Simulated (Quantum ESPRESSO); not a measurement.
The system is AgCl (Chlorargyrite).

```
Ag Cl
1.0
     0.00000    2.73500    2.73500
     2.73500    0.00000    2.73500
     2.73500    2.73500    0.00000
Ag Cl
1 1
Direct
  0.00000 0.00000 0.00000
  0.50000 0.50000 0.50000
```

Base run:

```yaml
Program: Quantum ESPRESSO 7.5
Functional: WC
Potentials_or_basis: PseudoDojo 0.4.1 SR PBE standard
Cutoff: 1116 eV
Density_cutoff: 4463 eV
k_mesh: 6 × 6 × 6, shifted
Occupations: fermi-dirac, width 0.05 eV
Spin: no spin polarisation
```

Its results: pressure -0.7 GPa; electronic dielectric tensor (diagonal) 5.49.

After a change of settings the same cell gave: pressure 3.8 GPa; electronic dielectric tensor (diagonal) 5.23. Which change was it?
A. functional from WC to AM05
B. functional from WC to PBE
C. functional from WC to PBEsol; potentials or basis from PseudoDojo 0.4.1 SR PBE standard to PseudoDojo 0.4.1 SR PBEsol standard
D. functional from WC to LDA; potentials or basis from PseudoDojo 0.4.1 SR PBE standard to PseudoDojo 0.4.1 SR LDA standard; cutoff from 1116 eV to 1170 eV; density cutoff from 4463 eV to 4680 eV

B.

PBE binds less tightly than WC, so the same cell stands under more pressure.

Caveats: the potentials were made for another functional, which shifts forces and pressure (some runs); the cell is more than 3 GPa from zero pressure, which shifts response properties (some runs).
